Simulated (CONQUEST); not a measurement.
Crystal: ZrC.

```
Zr C
1.0
     3.34462    0.00000    0.00000
     0.00000    3.34462    0.00000
     0.00000    0.00000    4.73000
Zr C
2 2
Direct
  0.00000 0.00000 0.50000
  0.50000 0.50000 0.00000
  0.00000 0.00000 0.00000
  0.50000 0.50000 0.50000
```

- Program: CONQUEST 1.3
- Task: single point
- Functional: PBEsol
- Potentials or basis: PseudoDojo NC PBEsol, DZP, grid cutoff 120 Ha
- k mesh: 8 × 8 × 6
- Occupations: fermi-dirac, width 0.05 eV
- Spin: no spin polarisation

On this cell: pressure -7.1 GPa; largest force zero by symmetry; band gap on the k mesh none (metal or under the smearing width).

The same run follows on a disturbed copy (atoms moved at random, drawn with an rms of 0.05 Å):

```
CELL_PARAMETERS angstrom
3.34462 0.00000 0.00000
0.00000 3.34462 0.00000
0.00000 0.00000 4.73000
ATOMIC_POSITIONS crystal
Zr 0.49944 0.49711 0.99303
Zr 0.99944 0.99711 0.49303
C 0.01375 0.99689 0.99217
C 0.51375 0.49689 0.49217
```

What changes?

The energy (extrapolated to zero smearing) moves by +3.8 meV/atom; pressure -6.7 GPa; largest force 0.355 eV/Å; band gap on the k mesh none (metal or under the smearing width).

Forces on the atoms (eV/Å):
```
Zr   0.351  0.016 -0.051
Zr   0.351  0.016 -0.051
C   -0.344 -0.002  0.036
C   -0.344 -0.002  0.036
```

The forces don't sum to zero, so they hold noise of the program's grid.

Caveats: the box holds several primitive cells, so bands are folded and the points are those of the box's own zone; the basis of atomic orbitals isn't converged, which shifts pressures, moduli and gaps; the real-space grid breaks the cell's symmetry a little (some runs).
